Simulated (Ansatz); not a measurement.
## FeCo₃: why energy differences converge before total energies

Computed with DFT PBEsol, scalar-relativistic, plane waves, PAW (Ansatz 0.2.0).

```xyz
4
Lattice="2.4660 0.0000 0.0000 0.0000 2.4660 0.0000 0.0000 0.0000 7.0635" Properties=species:S:1:pos:R:3 pbc="T T T"
Fe    0.0000    0.0000    0.0000
Co    1.2330    1.2330    5.2651
Co    0.0000    0.0000    3.5317
Co    1.2330    1.2330    1.7983
```

- Γ-centred k-mesh: 16×16×6
- occupation rule: Gaussian smearing, 0.1 eV
- list of starting moments (μB, in atom order): 2.67 1.82 1.9 1.82
- check for lower electronic states after the SCF: on

A second cell has all atoms moved and the lattice slightly strained:

```yaml
crystal:
  lattice:
    - [2.46602, 0.02171, -0.00734]
    - [0.02171, 2.46019, 0.00518]
    - [-0.02103, 0.01483, 6.97696]
  atoms:
    - { symbol: Fe, position: [0.01599, 0.02125, 0.01899] }
    - { symbol: Co, position: [0.47806, 0.44991, 0.74672] }
    - { symbol: Co, position: [0.00189, 0.02054, 0.49850] }
    - { symbol: Co, position: [0.55262, 0.52519, 0.25889] }
```

It ran on a 12×12×4 mesh, another than the first cell's, which shifts the difference by nearly the same amount at every cutoff. Both were run at several values of the cutoff; energies per atom at zero smearing, errors against the largest value (600 eV), which isn't proved converged itself.

```tsv
cutoff	error, first cell (meV)	error, second cell (meV)
200 eV	20486.13	20360.68
250 eV	4037.31	4027.40
300 eV	540.46	551.05
350 eV	48.98	49.52
420 eV	2.88	2.91
```

Problem. At the largest value the second cell lies 47.69 meV/atom above the first. What is the error of that difference at each value, and where does each quantity come within 1 meV/atom?

Solution. The error of the difference is the second cell's error less the first's:
```tsv
cutoff	difference (meV)	its error (meV)
200 eV	-77.76	-125.46
250 eV	37.78	-9.91
300 eV	58.28	10.59
350 eV	48.22	0.53
420 eV	47.72	0.03
```

No value below the largest brings the first cell's total energy within 1 meV/atom, while the difference is there from 350 eV on. Most of the error cancels, by a factor of about 92 in the median. A missing short wave mostly misdescribes the region near each nucleus, which both cells share; what doesn't cancel comes largely from the change of volume and bonding.

Most of the error cancels at every cutoff, even the lowest, but what remains is small against the difference itself only once the basis describes the 3d shells reasonably well. At 200 eV the difference even has the wrong sign, putting the distorted cell below the ordered one. Compact Fe and Co 3d orbitals, with their sharp structure near the nucleus, demand short waves, and this largely atomic cost is nearly the same in both cells because they contain the same elements in the same proportions.

Each total energy falls towards its limit from above, as the variational principle leads one to expect, but a difference of two such energies has no bound. Its error changes sign between 250 and 300 eV, so a close match in that interval would be accidental rather than a sign of convergence. The small remainder at 350 eV is more convincing because it stays small at 420 eV.

The result supports comparisons between similar structures of the same composition, but doesn't carry over to the stress, which depends on how the basis error changes with volume and often needs a higher cutoff.
